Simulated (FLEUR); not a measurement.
# TiC (Fm-3m) in FLEUR: a series of runs

One crystal, TiC, is run at these levels: revPBE, RPBE+U; tasks: band structure.

All numbers are computed with FLEUR MaX-R8.1 (later development tree); they aren't measurements. Logs are shortened: lines on timing, memory, paths and dates and some standing lists are left out, and cuts for length are marked.

## 1. Starting point

The structure is cubic, space group Fm-3m (No. 225). The conventional cell has a = 4.331 Å, b = 4.331 Å, c = 4.331 Å, α = 90.00°, β = 90.00°, γ = 90.00°. Ti (site symmetry m-3m) has 6 C at 2.17 Å as nearest neighbours. C (site symmetry m-3m) has 6 Ti at 2.17 Å as nearest neighbours.

The cell is a database's computed one.

## 2. Band structure, revPBE, collinear spin, ferromagnetic start (volume scaled by 1.04)

inp.xml reads:

```xml
<?xml version="1.0" encoding="UTF-8" standalone="no"?>
<fleurInput fleurInputVersion="0.39">
   <comment>
      TiC                                                                                                 
   </comment>
   <calculationSetup>
      <cutoffs Kmax="3.5" Gmax="17.5" GmaxXC="17.5" numbands="0"/>
      <scfLoop itmax="60" minDistance="0.00001" maxIterBroyd="15" imix="Anderson" alpha="0.05" precondParam="0.0" spinf="2.0" sdNocoIR="T"/>
      <coreElectrons ctail="T" frcor="F" kcrel="0" coretail_lmax="0"/>
      <xcFunctional name="rpbe" relativisticCorrections="F"/>
      <magnetism jspins="2"/>
      <soc l_soc="F" theta="0.0" phi="0.0" spav="F"/>
      <expertModes spex="0" secvar="F"/>
      <geometryOptimization l_f="F" forcealpha="1.0" forcemix="BFGS" epsdisp="0.00001" epsforce="0.00001"/>
      <ldaU l_linMix="F" mixParam="0.05" spinf="1.0"/>
   </calculationSetup>
   <cell>
      <bzIntegration valenceElectrons="16.0" mode="hist" fermiSmearingEnergy="0.00183747">
         <kPointListSelection listName="default-1"/>
         <!-- k-points included here -->
         <xi:include xmlns:xi="http://www.w3.org/2001/XInclude" href="kpts.xml"> </xi:include>
      </bzIntegration>
      <!-- symmetry operations included here -->
      <xi:include xmlns:xi="http://www.w3.org/2001/XInclude" href="sym.xml"> </xi:include>
      <bulkLattice scale="1.0">
         <bravaisMatrix>
            <row-1>    0.0000000000000000     4.1464718571795895     4.1464718571795895</row-1>
[... 31 lines left out ...]
         <energyParameters s="2" p="2" d="3" f="4"/>
         <lo type="SCLO" l="0" n="2" eDeriv="2"/>
         <lo type="SCLO" l="1" n="2" eDeriv="2"/>
         <lo type="SCLO" l="2" n="3" eDeriv="2"/>
      </species>
   </atomSpecies>
   <atomGroups>
      <atomGroup species="Titanium (1.001">
         <relPos label="                   1">.0000000000 .0000000000 .0000000000</relPos>
         <force calculate="T" relaxXYZ="TTT"/>
      </atomGroup>
      <atomGroup species="Carbon (C)">
         <relPos label="                   2">1.000/2.000 1.000/2.000 1.000/2.000</relPos>
         <force calculate="T" relaxXYZ="TTT"/>
      </atomGroup>
   </atomGroups>
   <output dos="F" band="F" slice="F">
      <checks vchk="F" cdinf="F"/>
      <bandDOS minEnergy="-.5*Htr" maxEnergy="0.5*Htr" sigma="0.015" storeEVData="T"/>
      <vacuumDOS vacdos="F" integ="F" star="F" nstars="0" locx1="0.0" locy1="0.0" locx2="0.0" locy2="0.0" nstm="0" tworkf="0.0"/>
      <unfoldingBand unfoldBand="F" supercellX="1" supercellY="1" supercellZ="1"/>
      <plotting iplot="0" polar="F">
         <plot TwoD="T" vec1="  1.0  0.0  0.0" vec2="  0.0  1.0  0.0" vec3="  0.0  0.0  1.0" zero="  0.0  0.0  0.0" file="plot"/>
      </plotting>
      <chargeDensitySlicing numkpt="0" minEigenval="0.0" maxEigenval="0.0" nnne="0" pallst="F"/>
      <specialOutput eonly="F"/>
      <moessbauerParams electricFieldGradient="T" isomerShift="T" coreHyperfine="T" valenceHyperfine="T"/>
      <magneticCircularDichroism mcd="F" energyLo="-10.0" energyUp="0.0"/>
   </output>
  <!-- We include the file relax.xml here to enable relaxations (see documentation) -->
  <xi:include xmlns:xi="http://www.w3.org/2001/XInclude" href="relax.xml"> <xi:fallback/> </xi:include>
</fleurInput>
```

crystal.txt reads:

```
TiC
&input cartesian=F /
0.0000000000  2.1942184125  2.1942184125
2.1942184125  0.0000000000  2.1942184125
2.1942184125  2.1942184125  0.0000000000
1.8897261246
1.0 1.0 1.0

2
22 0.0000000000  0.0000000000  0.0000000000 : 1.001
6 0.5000000000  0.5000000000  0.5000000000

&kpt div1=11 div2=11 div3=11 gamma=T /
```

inp.xml (bands) reads:

```
<?xml version="1.0" encoding="UTF-8" standalone="no"?>
<fleurInput fleurInputVersion="0.39">
   <comment>
      TiC                                                                                                 
   </comment>
   <calculationSetup>
      <cutoffs Kmax="3.5" Gmax="17.5" GmaxXC="17.5" numbands="0"/>
      <scfLoop itmax="60" minDistance="0.00001" maxIterBroyd="15" imix="Anderson" alpha="0.05" precondParam="0.0" spinf="2.0" sdNocoIR="T"/>
      <coreElectrons ctail="T" frcor="F" kcrel="0" coretail_lmax="0"/>
      <xcFunctional name="rpbe" relativisticCorrections="F"/>
      <magnetism jspins="2"/>
      <soc l_soc="F" theta="0.0" phi="0.0" spav="F"/>
      <expertModes spex="0" secvar="F"/>
      <geometryOptimization l_f="F" forcealpha="1.0" forcemix="BFGS" epsdisp="0.00001" epsforce="0.00001"/>
      <ldaU l_linMix="F" mixParam="0.05" spinf="1.0"/>
   </calculationSetup>
   <cell>
      <bzIntegration valenceElectrons="16.0" mode="hist" fermiSmearingEnergy="0.00183747">
         <kPointListSelection listName="path-1"/>
         <!-- k-points included here -->
         <xi:include xmlns:xi="http://www.w3.org/2001/XInclude" href="kpts.xml"> </xi:include>
      </bzIntegration>
      <!-- symmetry operations included here -->
      <xi:include xmlns:xi="http://www.w3.org/2001/XInclude" href="sym.xml"> </xi:include>
      <bulkLattice scale="1.0">
[... 31 lines left out ...]
            <stateOccupation state="(2p3/2)" spinUp="0.666667" spinDown="0.666667"/>
         </electronConfig>
         <energyParameters s="2" p="2" d="3" f="4"/>
         <lo type="SCLO" l="0" n="2" eDeriv="2"/>
         <lo type="SCLO" l="1" n="2" eDeriv="2"/>
         <lo type="SCLO" l="2" n="3" eDeriv="2"/>
      </species>
   </atomSpecies>
   <atomGroups>
      <atomGroup species="Titanium (1.001">
         <relPos label="                   1">.0000000000 .0000000000 .0000000000</relPos>
         <force calculate="T" relaxXYZ="TTT"/>
      </atomGroup>
      <atomGroup species="Carbon (C)">
         <relPos label="                   2">1.000/2.000 1.000/2.000 1.000/2.000</relPos>
         <force calculate="T" relaxXYZ="TTT"/>
      </atomGroup>
   </atomGroups>
   <output dos="F" band="T" slice="F">
      <checks vchk="F" cdinf="F"/>
      <bandDOS minEnergy="-.5*Htr" maxEnergy="0.5*Htr" sigma="0.015" storeEVData="T"/>
      <vacuumDOS vacdos="F" integ="F" star="F" nstars="0" locx1="0.0" locy1="0.0" locx2="0.0" locy2="0.0" nstm="0" tworkf="0.0"/>
      <unfoldingBand unfoldBand="F" supercellX="1" supercellY="1" supercellZ="1"/>
      <plotting iplot="0" polar="F">
         <plot TwoD="T" vec1="  1.0  0.0  0.0" vec2="  0.0  1.0  0.0" vec3="  0.0  0.0  1.0" zero="  0.0  0.0  0.0" file="plot"/>
      </plotting>
      <chargeDensitySlicing numkpt="0" minEigenval="0.0" maxEigenval="0.0" nnne="0" pallst="F"/>
      <specialOutput eonly="F"/>
      <moessbauerParams electricFieldGradient="T" isomerShift="T" coreHyperfine="T" valenceHyperfine="T"/>
      <magneticCircularDichroism mcd="F" energyLo="-10.0" energyUp="0.0"/>
   </output>
  <!-- We include the file relax.xml here to enable relaxations (see documentation) -->
  <xi:include xmlns:xi="http://www.w3.org/2001/XInclude" href="relax.xml"> <xi:fallback/> </xi:include>
</fleurInput>
```

Potentials or basis: all-electron, FLAPW.

Launch:

```
$ inpgen -f crystal.txt -profile veryFastHighL
$ # inp.xml edited to the form shown
$ fleur_MPI
$ fleur_MPI   # second run, on inp.xml (bands)
```

Output:

```text
Welcome to FLEUR        (www.flapw.de)
      MaX-Release 8.1          (www.max-centre.eu)

 ========== k-point set info ==========
 Selected k-point list: default-1
 k-point list type: mesh
 11 x 11 x 11
 Number of k points: 56

 ------------Calculation Setup---------------------------
 Number of MPI-tasks      :            1
 Number of PE/node        :            1
 Number of OMP-threads    :            1
 Most efficient MPI parallelization for:
           1           2           4           7           8          14          28          56
 Additional eigenvalue parallelization possible
 Number of basis functions:          183
 Approximate size of matrices (H+S) per k-point:         0.000 GB
 --------------------------------------------------------
 Iteration:     1   Distance:      28.82316705 me/bohr^3
 Iteration:     2   Distance:      23.29185103 me/bohr^3
 Iteration:     3   Distance:       9.41869739 me/bohr^3
 Iteration:     4   Distance:       9.44450163 me/bohr^3
 Iteration:     5   Distance:       1.75347020 me/bohr^3
 Iteration:     6   Distance:       1.30908250 me/bohr^3
 Iteration:     7   Distance:       0.61974123 me/bohr^3
 Iteration:     8   Distance:       0.55911714 me/bohr^3
 Iteration:     9   Distance:       0.21210642 me/bohr^3
 Iteration:    10   Distance:       0.16514184 me/bohr^3
 Iteration:    11   Distance:       0.04164661 me/bohr^3
 Iteration:    12   Distance:       0.02152604 me/bohr^3
 Iteration:    13   Distance:       0.00518522 me/bohr^3
 Iteration:    14   Distance:       0.00139965 me/bohr^3
 Iteration:    15   Distance:       0.00065468 me/bohr^3
 Iteration:    16   Distance:       0.00053752 me/bohr^3
 Iteration:    17   Distance:       0.00029177 me/bohr^3
 Iteration:    18   Distance:       0.00012039 me/bohr^3
 Iteration:    19   Distance:       0.00004596 me/bohr^3
 Iteration:    20   Distance:       0.00001818 me/bohr^3
 Iteration:    21   Distance:       0.00003335 me/bohr^3
 Iteration:    22   Distance:       0.00000341 me/bohr^3

 ********************************************************************
 Run finished successfully
 Stop message:
   all done
 ********************************************************************
```

Wall time 27 s (1 thread of Arm Neoverse V2, shared host); peak memory 0.06 GiB.

What came out:

- Free energy: -24275.9313 eV
- Band gap along the path: none (metal or under the smearing width)
- Net moment: 0.00 μB per cell
- Valence electrons inside the program's atomic spheres: Ti 9.93; C 2.84 (radii Ti 2.18, C 1.66 bohr)

Levels at the corners of the path, in eV from the Fermi level:
Spin up:
```tsv
point	band 5	band 6	band 7	band 8	band 9	band 10	band 11	band 12
Γ	-12.35	0.63	0.63	0.63	1.56	1.56	1.56	1.57
X	-10.11	-3.49	-1.55	-0.14	-0.14	2.50	3.29	3.29
W	-9.56	-3.15	-3.15	-2.69	2.61	2.61	3.29	4.72
K	-9.63	-3.44	-3.37	-1.73	1.35	2.94	3.58	5.12
Γ	-12.35	0.63	0.63	0.63	1.56	1.56	1.56	1.57
L	-9.07	-5.74	-2.85	-2.85	2.72	2.72	3.84	7.76
U	-9.63	-3.44	-3.37	-1.73	1.35	2.94	3.58	5.12
W	-9.56	-3.15	-3.15	-2.69	2.61	2.61	3.29	4.72
L	-9.07	-5.74	-2.85	-2.85	2.72	2.72	3.84	7.76
K	-9.63	-3.44	-3.37	-1.73	1.35	2.94	3.58	5.12
U	-9.63	-3.44	-3.37	-1.73	1.35	2.94	3.58	5.12
X	-10.11	-3.49	-1.55	-0.14	-0.14	2.50	3.29	3.29
```
Spin down:
| point | band 4 | band 5 | band 6 | band 7 | band 8 | band 9 | band 10 | band 11 | band 12 | band 13 |
| --- | --- | --- | --- | --- | --- | --- | --- | --- | --- | --- |
| Γ | -32.87 | -12.35 | 0.63 | 0.63 | 0.63 | 1.56 | 1.56 | 1.56 | 1.57 | 1.57 |
| X | -33.01 | -10.11 | -3.49 | -1.55 | -0.14 | -0.14 | 2.50 | 3.29 | 3.29 | 5.36 |
| W | -33.02 | -9.56 | -3.15 | -3.15 | -2.69 | 2.61 | 2.61 | 3.29 | 4.72 | 4.88 |
| K | -32.97 | -9.63 | -3.44 | -3.37 | -1.73 | 1.35 | 2.94 | 3.58 | 5.12 | 5.13 |
| Γ | -32.87 | -12.35 | 0.63 | 0.63 | 0.63 | 1.56 | 1.56 | 1.56 | 1.57 | 1.57 |
| L | -32.91 | -9.07 | -5.74 | -2.85 | -2.85 | 2.72 | 2.72 | 3.84 | 7.76 | 7.76 |
| U | -32.97 | -9.63 | -3.44 | -3.37 | -1.73 | 1.35 | 2.94 | 3.58 | 5.12 | 5.13 |
| W | -33.02 | -9.56 | -3.15 | -3.15 | -2.69 | 2.61 | 2.61 | 3.29 | 4.72 | 4.88 |
| L | -32.91 | -9.07 | -5.74 | -2.85 | -2.85 | 2.72 | 2.72 | 3.84 | 7.76 | 7.76 |
| K | -32.97 | -9.63 | -3.44 | -3.37 | -1.73 | 1.35 | 2.94 | 3.58 | 5.12 | 5.13 |
| U | -32.97 | -9.63 | -3.44 | -3.37 | -1.73 | 1.35 | 2.94 | 3.58 | 5.12 | 5.13 |
| X | -33.01 | -10.11 | -3.49 | -1.55 | -0.14 | -0.14 | 2.50 | 3.29 | 3.29 | 5.36 |

Core levels (eV from the Fermi level):
```tsv
atom	levels
1 Ti	1s1/2 -4862.7, 2s1/2 -531.4, 2p1/2 -442.4, 2p3/2 -436.6
2 C	1s1/2 -265.2
```

Caveat: the plane-wave cutoff is short for the small spheres of the light atoms, so energies, forces and moduli aren't converged.

## 3. Band structure, RPBE+U, collinear spin, ferromagnetic start

inp.xml reads:

```xml
<?xml version="1.0" encoding="UTF-8" standalone="no"?>
<fleurInput fleurInputVersion="0.39">
   <comment>
      TiC                                                                                                 
   </comment>
   <calculationSetup>
      <cutoffs Kmax="2.8" Gmax="12.8" GmaxXC="12.8" numbands="0"/>
      <scfLoop itmax="60" minDistance="0.0001" maxIterBroyd="50" imix="Anderson" alpha="0.05" precondParam="0.0" spinf="2.0" sdNocoIR="T"/>
      <coreElectrons ctail="T" frcor="F" kcrel="0" coretail_lmax="0"/>
      <xcFunctional name="Rpbe" relativisticCorrections="F"/>
      <magnetism jspins="2"/>
      <soc l_soc="F" theta="0.0" phi="0.0" spav="F"/>
      <expertModes spex="0" secvar="F"/>
      <geometryOptimization l_f="F" forcealpha="1.0" forcemix="BFGS" epsdisp="0.00001" epsforce="0.00001"/>
      <ldaU l_linMix="F" mixParam="0.05" spinf="1.0"/>
   </calculationSetup>
   <cell>
      <bzIntegration valenceElectrons="16.0" mode="hist" fermiSmearingEnergy="0.00183747">
         <kPointListSelection listName="default-1"/>
         <!-- k-points included here -->
         <xi:include xmlns:xi="http://www.w3.org/2001/XInclude" href="kpts.xml"> </xi:include>
      </bzIntegration>
      <!-- symmetry operations included here -->
      <xi:include xmlns:xi="http://www.w3.org/2001/XInclude" href="sym.xml"> </xi:include>
      <bulkLattice scale="1.0">
[... 31 lines left out ...]
            <stateOccupation state="(2p3/2)" spinUp="0.666667" spinDown="0.666667"/>
         </electronConfig>
         <energyParameters s="2" p="2" d="3" f="4"/>
         <lo type="SCLO" l="0" n="2" eDeriv="2"/>
         <lo type="SCLO" l="1" n="2" eDeriv="2"/>
         <lo type="SCLO" l="2" n="3" eDeriv="2"/>
      </species>
   </atomSpecies>
   <atomGroups>
      <atomGroup species="Titanium (1.001">
         <relPos label="                   1">.0000000000 .0000000000 .0000000000</relPos>
         <force calculate="T" relaxXYZ="TTT"/>
      </atomGroup>
      <atomGroup species="Carbon (C)">
         <relPos label="                   2">1.000/2.000 1.000/2.000 1.000/2.000</relPos>
         <force calculate="T" relaxXYZ="TTT"/>
      </atomGroup>
   </atomGroups>
   <output dos="F" band="F" slice="F">
      <checks vchk="F" cdinf="F"/>
      <bandDOS minEnergy="-.5*Htr" maxEnergy="0.5*Htr" sigma="0.015" storeEVData="T"/>
      <vacuumDOS vacdos="F" integ="F" star="F" nstars="0" locx1="0.0" locy1="0.0" locx2="0.0" locy2="0.0" nstm="0" tworkf="0.0"/>
      <unfoldingBand unfoldBand="F" supercellX="1" supercellY="1" supercellZ="1"/>
      <plotting iplot="0" polar="F">
         <plot TwoD="T" vec1="  1.0  0.0  0.0" vec2="  0.0  1.0  0.0" vec3="  0.0  0.0  1.0" zero="  0.0  0.0  0.0" file="plot"/>
      </plotting>
      <chargeDensitySlicing numkpt="0" minEigenval="0.0" maxEigenval="0.0" nnne="0" pallst="F"/>
      <specialOutput eonly="F"/>
      <moessbauerParams electricFieldGradient="T" isomerShift="T" coreHyperfine="T" valenceHyperfine="T"/>
      <magneticCircularDichroism mcd="F" energyLo="-10.0" energyUp="0.0"/>
   </output>
  <!-- We include the file relax.xml here to enable relaxations (see documentation) -->
  <xi:include xmlns:xi="http://www.w3.org/2001/XInclude" href="relax.xml"> <xi:fallback/> </xi:include>
</fleurInput>
```

crystal.txt reads:

```
TiC
&input cartesian=F /
0.0000000000  2.1657188437  2.1657188437
2.1657188437  0.0000000000  2.1657188437
2.1657188437  2.1657188437  0.0000000000
1.8897261246
1.0 1.0 1.0

2
22 0.0000000000  0.0000000000  0.0000000000 : 1.001
6 0.5000000000  0.5000000000  0.5000000000

&kpt div1=11 div2=11 div3=11 gamma=T /
```

inp.xml (bands) reads:

```
<?xml version="1.0" encoding="UTF-8" standalone="no"?>
<fleurInput fleurInputVersion="0.39">
   <comment>
      TiC                                                                                                 
   </comment>
   <calculationSetup>
      <cutoffs Kmax="2.8" Gmax="12.8" GmaxXC="12.8" numbands="0"/>
      <scfLoop itmax="60" minDistance="0.0001" maxIterBroyd="50" imix="Anderson" alpha="0.05" precondParam="0.0" spinf="2.0" sdNocoIR="T"/>
      <coreElectrons ctail="T" frcor="F" kcrel="0" coretail_lmax="0"/>
      <xcFunctional name="Rpbe" relativisticCorrections="F"/>
      <magnetism jspins="2"/>
      <soc l_soc="F" theta="0.0" phi="0.0" spav="F"/>
      <expertModes spex="0" secvar="F"/>
      <geometryOptimization l_f="F" forcealpha="1.0" forcemix="BFGS" epsdisp="0.00001" epsforce="0.00001"/>
      <ldaU l_linMix="F" mixParam="0.05" spinf="1.0"/>
   </calculationSetup>
   <cell>
      <bzIntegration valenceElectrons="16.0" mode="hist" fermiSmearingEnergy="0.00183747">
         <kPointListSelection listName="path-1"/>
         <!-- k-points included here -->
         <xi:include xmlns:xi="http://www.w3.org/2001/XInclude" href="kpts.xml"> </xi:include>
      </bzIntegration>
      <!-- symmetry operations included here -->
      <xi:include xmlns:xi="http://www.w3.org/2001/XInclude" href="sym.xml"> </xi:include>
      <bulkLattice scale="1.0">
         <bravaisMatrix>
[... 30 lines left out ...]
            <stateOccupation state="(2p3/2)" spinUp="0.666667" spinDown="0.666667"/>
         </electronConfig>
         <energyParameters s="2" p="2" d="3" f="4"/>
         <lo type="SCLO" l="0" n="2" eDeriv="2"/>
         <lo type="SCLO" l="1" n="2" eDeriv="2"/>
         <lo type="SCLO" l="2" n="3" eDeriv="2"/>
      </species>
   </atomSpecies>
   <atomGroups>
      <atomGroup species="Titanium (1.001">
         <relPos label="                   1">.0000000000 .0000000000 .0000000000</relPos>
         <force calculate="T" relaxXYZ="TTT"/>
      </atomGroup>
      <atomGroup species="Carbon (C)">
         <relPos label="                   2">1.000/2.000 1.000/2.000 1.000/2.000</relPos>
         <force calculate="T" relaxXYZ="TTT"/>
      </atomGroup>
   </atomGroups>
   <output dos="F" band="T" slice="F">
      <checks vchk="F" cdinf="F"/>
      <bandDOS minEnergy="-.5*Htr" maxEnergy="0.5*Htr" sigma="0.015" storeEVData="T"/>
      <vacuumDOS vacdos="F" integ="F" star="F" nstars="0" locx1="0.0" locy1="0.0" locx2="0.0" locy2="0.0" nstm="0" tworkf="0.0"/>
      <unfoldingBand unfoldBand="F" supercellX="1" supercellY="1" supercellZ="1"/>
      <plotting iplot="0" polar="F">
         <plot TwoD="T" vec1="  1.0  0.0  0.0" vec2="  0.0  1.0  0.0" vec3="  0.0  0.0  1.0" zero="  0.0  0.0  0.0" file="plot"/>
      </plotting>
      <chargeDensitySlicing numkpt="0" minEigenval="0.0" maxEigenval="0.0" nnne="0" pallst="F"/>
      <specialOutput eonly="F"/>
      <moessbauerParams electricFieldGradient="T" isomerShift="T" coreHyperfine="T" valenceHyperfine="T"/>
      <magneticCircularDichroism mcd="F" energyLo="-10.0" energyUp="0.0"/>
   </output>
  <!-- We include the file relax.xml here to enable relaxations (see documentation) -->
  <xi:include xmlns:xi="http://www.w3.org/2001/XInclude" href="relax.xml"> <xi:fallback/> </xi:include>
</fleurInput>
```

Potentials or basis: all-electron, FLAPW.

Launch:

```
$ inpgen -f crystal.txt -profile fastHighL
$ # inp.xml edited to the form shown
$ fleur_MPI
$ fleur_MPI   # second run, on inp.xml (bands)
```

Wall time 18 s (1 thread of Arm Neoverse V2, shared host); peak memory 0.12 GiB.

These settings aren't checked as converged (typed here: Kmax = 2.8; minDistance = 0.0001): the numbers below hold their error.

Results:

```yaml
Free_energy: -24271.9697 eV
Band_gap_along_the_path: none (metal or under the smearing width)
Net_moment: 0.00 μB per cell
Valence_electrons_inside_the_program's_atomic_spheres: Ti 9.71; C 2.80 (radii Ti 2.15, C 1.64 bohr)
```

Caveat: the plane-wave cutoff is short for the small spheres of the light atoms, so energies, forces and moduli aren't converged; the U is typed as a test and isn't derived for this compound.
